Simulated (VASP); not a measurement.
# Sb (Fm-3m) in VASP: further runs

Aim: see how the results for Sb move with the level of theory and the settings. Levels: PBE, PBEsol. Tasks: single point, relaxation of cell and atoms.

Everything below comes from runs of VASP 6.6.1. Logs are shortened: lines on timing, memory, paths and dates and some standing lists are left out, and cuts for length are marked.

### Step 1. Starting point

Symmetry: Fm-3m, No. 225, cubic system. Conventional cell: a = 4.742 Å, b = 4.742 Å, c = 4.742 Å, α = 90.00°, β = 90.00°, γ = 90.00°. Sb (site symmetry m-3m) has 12 Sb at 3.35 Å as nearest neighbours.

This isn't the form of Sb at room conditions, which is rhombohedral.

### Step 2. Single point, PBE

Input file INCAR:

```
SYSTEM = Sb
PREC = Accurate
ENCUT = 400
EDIFF = 1E-7
ISMEAR = 0
SIGMA = 0.02
LREAL = .FALSE.
LASPH = .TRUE.
NELM = 100
ALGO = Normal
ISIF = 2
LWAVE = .FALSE.
LCHARG = .TRUE.
GGA = PE
LELF = .TRUE.
LVHAR = .TRUE.
```

Input file KPOINTS:

```
regular mesh
0
G
  4 4 4
  0 0 0
```

Input file POSCAR:

```
Sb
1.0
    0.0000000000      2.3712425216      2.3712425216
    2.3712425216      0.0000000000      2.3712425216
    2.3712425216      2.3712425216      0.0000000000
Sb
1
Direct
    0.0000000000      0.0000000000      0.0000000000
```

Potentials or basis: VASP PAW PBE potentials, release 64 (Sb_d_GW).

The run is started by

```sh
cat potpaw_PBE.64/Sb_d_GW/POTCAR > POTCAR
mpirun -np 1 vasp_std > vasp.out
```

OUTCAR:

```text
SYSTEM = Sb
   PREC = Accurate
   ENCUT = 400
   EDIFF = 1E-7
   ISMEAR = 0
   LREAL = .FALSE.
   LASPH = .TRUE.
   NELM = 100
   ISIF = 2
   GGA = PE

 ion  position               nearest neighbor table
   1  0.000  0.000  0.000-

  LATTYP: Found a face centered cubic cell.
 ALAT       =     4.7424850432

  Lattice vectors:

 A1 = (   0.0000000000,   2.3712425216,   2.3712425216)
 A2 = (   2.3712425216,   0.0000000000,   2.3712425216)
 A3 = (   2.3712425216,   2.3712425216,   0.0000000000)

Analysis of symmetry for initial positions (statically):
=====================================================================
 Subroutine PRICEL returns:
 Original cell was already a primitive cell.

 Routine SETGRP: Setting up the symmetry group for a
 face centered cubic supercell.

 Subroutine GETGRP returns: Found 48 space group operations
 (whereof 48 operations were pure point group operations)
 out of a pool of 48 trial point group operations.

The static configuration has the point symmetry O_h .

Analysis of symmetry for dynamics (positions and initial velocities):
=====================================================================
 Subroutine PRICEL returns:
 Original cell was already a primitive cell.

 Routine SETGRP: Setting up the symmetry group for a
 face centered cubic supercell.

 Subroutine GETGRP returns: Found 48 space group operations
 (whereof 48 operations were pure point group operations)
 out of a pool of 48 trial point group operations.

The dynamic configuration has the point symmetry O_h .

 Subroutine INISYM returns: Found 48 space group operations
 (whereof 48 operations are pure point group operations),
 and found     1 'primitive' translations

----------------------------------------------------------------------------------------

                                     Primitive cell

  volume of cell :      26.6660

  direct lattice vectors                    reciprocal lattice vectors
     0.000000000  2.371242522  2.371242522    -0.210859916  0.210859916  0.210859916
     2.371242522  0.000000000  2.371242522     0.210859916 -0.210859916  0.210859916
     2.371242522  2.371242522  0.000000000     0.210859916  0.210859916 -0.210859916

  length of vectors
     3.353443334  3.353443334  3.353443334     0.365220089  0.365220089  0.365220089

  position of ions in fractional coordinates (direct lattice)
     0.000000000  0.000000000  0.000000000

  ion indices of the primitive-cell ions
   primitive index   ion index
[... 63 lines left out ...]
   ISYM   =      2    0-nonsym 1-usesym 2-fastsym
   POTIM  = 0.5000    time-step for ionic-motion
   TEBEG  =    0.0;   TEEND  =   0.0 temperature during run
   PSTRESS=    0.0 pullay stress
   NELECT =      15.0000    total number of electrons
   NUPDOWN=      -1.0000    fix difference up-down
   EMIN   =  10.00;   EMAX   =-10.00  energy-range for DOS
   EFERMI =   0.00;   METHOD = LEGACY
   ISMEAR =     0;   SIGMA  =   0.02  broadening in eV -4-tet -1-fermi 0-gaus
   EFERMI_NEDOS =   21; number of points for ismear=-14 and -15
   IALGO  =     38    algorithm
   IMIX   =      4    mixing-type and parameters
     AMIX     =   0.40;   BMIX     =  1.00
     AMIX_MAG =   1.60;   BMIX_MAG =  1.00
  volume/ion in A,a.u.               =      26.67       179.95
  Fermi-wavevector in a.u.,A,eV,Ry     =   1.351406  2.553788 24.848307  1.826299
  Thomas-Fermi vector in A             =   2.478831
   LORBIT       =      0    0 simple, 1 ext, 2 COOP (PROOUT), +10 PAW based schemes
   GGA     = PE    functional components
   LHFCALC =     F    Hartree Fock is set to
   AEXX    =    0.0000 exact exchange contribution
   IVDW    =     0    specifies the selected vdW correction
   LEPSILON=     F    determine dielectric tensor
   LRPA    =     F    only Hartree local field effects (RPA)
 non-spin polarized calculation
 Gauss-broadening in eV      SIGMA  =   0.02
  energy-cutoff  :      400.00
  volume of cell :       26.67
 maximum number of plane-waves:       531
 NGX is ok and might be reduce to    24
   NGX = 11   NGY = 11   NGZ = 11

 number of electron      15.0000001 magnetization

 Free energy of the ion-electron system (eV)
  ---------------------------------------------------
  ext. energy  EPLUGINS =         0.00000000
  ---------------------------------------------------
  free energy    TOTEN  =        -3.84457312 eV

  energy without entropy =       -3.84055115  energy(sigma->0) =       -3.84256213

 E-fermi :   5.7429     XC(G=0): -10.7003

 val. band max:        5.7383555888   @ k =   0.5000   0.2500   0.0000
 cond. band min:       6.8467728864   @ k =   0.5000   0.5000   0.0000
 fundamental gap:      1.1084172976
 Fermi energy:         5.7428618300

 k-point     1 :       0.0000    0.0000    0.0000
  band No.  band energies     occupation
      1     -22.9030      2.00000
      2     -22.9030      2.00000
      3     -22.9030      2.00000
      4     -22.8639      2.00000
      5     -22.8639      2.00000
      6      -6.5397      2.00000
      7      11.8433      0.00000
      8      11.8433      0.00000
      9      11.8433      0.00000
     10      16.7519      0.00000
     11      17.0297      0.00000
[... 85 lines left out ...]
 k-point     8 :      -0.2500    0.5000    0.2500
  band No.  band energies     occupation
      1     -22.8883      2.00000
      2     -22.8778      2.00000
      3     -22.8778      2.00000
      4     -22.8453      2.00000
      5     -22.8108      2.00000
      6      -0.8487      2.00000
      7       3.2760      2.00000
      8       3.2760      2.00000
      9       4.9428      2.00000
     10      15.9199      0.00000
     11      17.5858      0.00000

------------------------ aborting loop because EDIFF is reached ----------------------------------------

  FORCE on cell =-STRESS in cart. coord.  units (eV):
  Direction    XX          YY          ZZ          XY          YZ          ZX
  --------------------------------------------------------------------------------------
  -------------------------------------------------------------------------------------
  Total        0.0114101      0.0114101      0.0114101      0.0000000     -0.0000000      0.0000000
  in kB        0.6855531      0.6855531      0.6855531      0.0000000     -0.0000000      0.0000000
  external PRESSURE =       0.6855531 kB  Pullay stress =       0.0000000 kB

 VOLUME and BASIS-vectors are now :
 -----------------------------------------------------------------------------
  energy-cutoff  :      400.00
  volume of cell :       26.67
      direct lattice vectors                 reciprocal lattice vectors
     0.000000000  2.371242522  2.371242522    -0.210859916  0.210859916  0.210859916
     2.371242522  0.000000000  2.371242522     0.210859916 -0.210859916  0.210859916
     2.371242522  2.371242522  0.000000000     0.210859916  0.210859916 -0.210859916

 POSITION                                       TOTAL-FORCE (eV/Angst)
 -----------------------------------------------------------------------------------
      0.00000      0.00000      0.00000         0.000000      0.000000     -0.000000
 -----------------------------------------------------------------------------------
    total drift:                               -0.000000     -0.000000      0.000000

  FREE ENERGIE OF THE ION-ELECTRON SYSTEM (eV)
  ---------------------------------------------------
  free  energy   TOTEN  =        -3.8445731198 eV

  energy  without entropy=       -3.8405511469  energy(sigma->0) =       -3.84256213
```

stdout:

```text
POSCAR found type information on POSCAR Sb
 POSCAR found :  1 types and       1 ions
 scaLAPACK will be used
 LDA part: xc-table for (Slater+PW92), standard interpolation
 POSCAR, INCAR and KPOINTS ok, starting setup
 FFT: planning ... GRIDC
 FFT: planning ... GRID_SOFT
 FFT: planning ... GRID
 WAVECAR not read
 entering main loop
```

Run time: 9 s. Hardware: 1 thread of AMD EPYC, shared host; peak memory 0.11 GiB.

Results:

| Item | Value |
| --- | --- |
| Free energy | -3.8446 eV |
| Pressure | 0.1 GPa |
| Band gap on the k mesh | none (metal or under the smearing width) |

Caveat: the k mesh is coarse (spacing up to 0.57 Å⁻¹), so the values aren't converged. Spin-orbit coupling is left out, which matters for the levels of Sb.

### Step 3. Single point, PBE

Input file INCAR:

```
PREC = Accurate
ENCUT = 450
EDIFF = 1E-6
ISMEAR = 0
SIGMA = 0.02
LREAL = F
LASPH = T
NELM = 80
ALGO = Normal
ISIF = 2
LWAVE = F
LCHARG = T
GGA = PE
LELF = T
LVHAR = T
NBANDS = 14
```

Input file KPOINTS:

```
Automatic mesh
0
Gamma
  5 5 5
```

POSCAR is that of step 2.

Potentials or basis: VASP PAW PBE potentials, release 64 (Sb_d_GW).

The run is started by

```sh
cat potpaw_PBE.64/Sb_d_GW/POTCAR > POTCAR
mpirun -np 1 vasp_std > vasp.out
```

It took 7.8 s on 1 thread of Intel Xeon Platinum 8175M at 2.50GHz (Skylake/Cascade Lake), shared host; peak memory 0.13 GiB.

The run converged. Its results:

```yaml
Free_energy: -3.7719 eV
Pressure: 1.9 GPa
Band_gap_on_the_k_mesh: none (metal or under the smearing width)
```

Levels at points of the mesh, in eV from the Fermi level:
| k point | band 3 | band 4 | band 5 | band 6 | band 7 | band 8 | band 9 | band 10 | band 11 | band 12 |
| --- | --- | --- | --- | --- | --- | --- | --- | --- | --- | --- |
| (0.00, 0.00, 0.00) | -29.13 | -29.09 | -29.09 | -12.79 | 5.60 | 5.60 | 5.60 | 10.39 | 10.78 | 10.78 |

Caveat: the k mesh is coarse (spacing up to 0.46 Å⁻¹), so the values aren't converged. Spin-orbit coupling is left out, which matters for the levels of Sb.

### Step 4. Single point, PBE

Input file INCAR:

```
PREC     = Accurate       # precision mode
ENCUT    = 500            # plane-wave cutoff, eV
EDIFF    = 1E-7           # SCF threshold, eV
ISMEAR   = 0              # smearing method
SIGMA    = 0.02           # smearing width, eV
LREAL    = F              # projectors in reciprocal space
LASPH    = T              # aspherical terms in the spheres
NELM     = 60             # most SCF steps
ALGO     = Fast           # electronic algorithm
ISIF     = 2              # what is computed and relaxed
LWAVE    = F              # write WAVECAR
LCHARG   = T              # write CHGCAR
GGA      = PE             # functional
LELF     = T              # ELF
LVHAR    = T
```

Input file KPOINTS:

```
Automatic mesh
0
Gamma
  6 6 6
```

POSCAR is that of step 3.

The run is started by

```sh
cat potpaw_PBE.64/Sb_d_GW/POTCAR > POTCAR
mpirun -np 1 vasp_std > vasp.out
```

It took 14 s on 1 thread of Intel Xeon Platinum 8488C (Sapphire Rapids), shared host; peak memory 0.13 GiB.

It converged, with:

| Property | Result |
| --- | --- |
| Free energy | -3.8589 eV |
| Pressure | 1.5 GPa |
| Band gap on the k mesh | none (metal or under the smearing width) |

Levels at points of the mesh, in eV from the Fermi level:
```tsv
k point	band 3	band 4	band 5	band 6	band 7	band 8	band 9	band 10	band 11
(0.00, 0.00, 0.00)	-29.58	-29.54	-29.54	-13.23	5.15	5.15	5.15	10.18	10.33
(0.50, 0.00, 0.00)	-29.57	-29.49	-29.49	-9.42	-6.11	3.44	3.44	8.21	9.30
(0.50, 0.50, 0.00)	-29.50	-29.48	-29.48	-7.77	-5.20	0.15	0.15	3.96	4.45
```

Caveat: the k mesh is coarse (spacing up to 0.38 Å⁻¹), so the values aren't converged.

### Step 5. Single point, PBE

Input file INCAR:

```
PREC = Accurate ; ENCUT = 450
EDIFF = 1E-7 ; ISMEAR = 0
SIGMA = 0.02 ; LREAL = F
LASPH = T ; NELM = 80
ALGO = Fast ; ISIF = 2
LWAVE = F ; LCHARG = F
GGA = PE
```

Input file KPOINTS:

```
regular mesh
0
Gamma
  5 5 5
```

POSCAR is that of step 4.

The run is started by

```sh
cat potpaw_PBE.64/Sb_d_GW/POTCAR > POTCAR
mpirun -np 1 vasp_std > vasp.out
```

It used 6.4 s of CPU time on 1 thread of Intel(R) Xeon(R) Platinum 8488C (Sapphire Rapids), with other jobs on the host, which was overloaded at the time.

It converged, with:

* Free energy: -3.7720 eV
* Pressure: 2.8 GPa
* Band gap on the k mesh: none (metal or under the smearing width)

Levels at points of the mesh, in eV from the Fermi level:
```
           k point  band 4  band 5  band 6  band 7  band 8  band 9  band 10  band 11
(0.00, 0.00, 0.00)  -29.09  -29.09  -12.79    5.60    5.60    5.60    10.46    10.78
```

Caveat: the k mesh is coarse (spacing up to 0.46 Å⁻¹), so the values aren't converged. The run has no spin-orbit coupling, so splittings on Sb are missing.

### Step 6. Relaxation of cell and atoms, PBEsol

Input file INCAR:

```
SYSTEM = Sb
ALGO = Normal
EDIFF = 1E-6
EDIFFG = -0.01
ENCUT = 600
GGA = PS
IBRION = 2
ISIF = 3
ISMEAR = -1
LASPH = .TRUE.
LCHARG = .FALSE.
LREAL = .FALSE.
LWAVE = .FALSE.
NELM = 100
NSW = 40
PREC = Accurate
SIGMA = 0.05
```

Input file KPOINTS:

```
k-points
0
G
  8 8 8
  0 0 0
```

POSCAR is that of step 5.

Potentials or basis: VASP PAW PBE potentials, release 64 (Sb).

The run is started by

```sh
cat potpaw_PBE.64/Sb/POTCAR > POTCAR
mpirun -np 1 vasp_std > vasp.out
```

Wall time 9.6 s (1 thread of AMD EPYC 7R13 (Zen 3), shared host); peak memory 0.13 GiB.

The run converged. Its results:

```
Free energy                            : -4.2891 eV
Relaxed volume                         : 26.44 Å³/atom
Relaxed cell                           : a = 3.344 Å, b = 3.344 Å, c = 3.344 Å, α = 60.00°, β = 60.00°, γ = 60.00°
Space group after relaxing (to 0.05 Å) : Fm-3m (No. 225)
Energy gained by relaxing              : 0.4 meV/atom
Ionic steps                            : 3
Pressure after relaxing                : 0.0 GPa
Band gap on the k mesh                 : none (metal or under the smearing width)
```

The path:
```tsv
step	energy change (eV)	largest force (eV/Å)	pressure (GPa)	volume (Å³)
1	0.0000	0.0000	-0.59	26.67
2	-0.0002	0.0000	0.39	26.29
3	-0.0004	0.0000	0.00	26.44
```

Final structure:
```cif
data_structure
_symmetry_space_group_name_H-M 'P 1'
_symmetry_Int_Tables_number 1
_cell_length_a 3.3438
_cell_length_b 3.3438
_cell_length_c 3.3438
_cell_angle_alpha 60.000
_cell_angle_beta 60.000
_cell_angle_gamma 60.000
_cell_volume 26.44
loop_
_atom_site_label
_atom_site_type_symbol
_atom_site_fract_x
_atom_site_fract_y
_atom_site_fract_z
_atom_site_occupancy
Sb1 Sb 0.00000 0.00000 0.00000 1
```

Levels at points of the mesh, in eV from the Fermi level:
| k point | band 1 | band 2 | band 3 | band 4 | band 5 | band 6 |
| --- | --- | --- | --- | --- | --- | --- |
| (0.00, 0.00, 0.00) | -12.94 | 5.59 | 5.59 | 5.59 | 10.19 | 10.19 |
| (0.50, 0.00, 0.00) | -9.08 | -5.81 | 3.86 | 3.86 | 8.44 | 9.31 |
| (0.50, 0.50, 0.00) | -7.41 | -4.89 | 0.52 | 0.52 | 4.28 | 4.75 |

Caveat: the PAW data sets were made with another functional, which shifts forces and pressure a little.

### Step 7. Summary

```csv
task,level,potentials or basis,cell,k mesh,cutoff (eV),smearing,ladder,mesh quality,gap on the mesh (eV),pressure (GPa)
single point,PBE,"VASP PAW PBE potentials, release 64 (Sb_d_GW)",as given,4 × 4 × 4,400,gaussian 0.02 eV,-,coarse,none,0.1
single point,PBE,"VASP PAW PBE potentials, release 64 (Sb_d_GW)",as given,5 × 5 × 5,450,gaussian 0.02 eV,-,coarse,none,2.8
single point,PBE,"VASP PAW PBE potentials, release 64 (Sb_d_GW)",as given,6 × 6 × 6,500,gaussian 0.02 eV,-,coarse,none,1.5
relaxation of cell and atoms,PBEsol,"VASP PAW PBE potentials, release 64 (Sb)",relaxed,8 × 8 × 8,600,fermi-dirac 0.05 eV,gaps,not flagged,none,0.0
```

Alike in all rows: no spin polarisation.

Caveats: some runs use coarse meshes; the PAW data sets were made with another functional, which shifts forces and pressure a little (some runs).

Absolute energies hang on the potentials; compare differences alone.
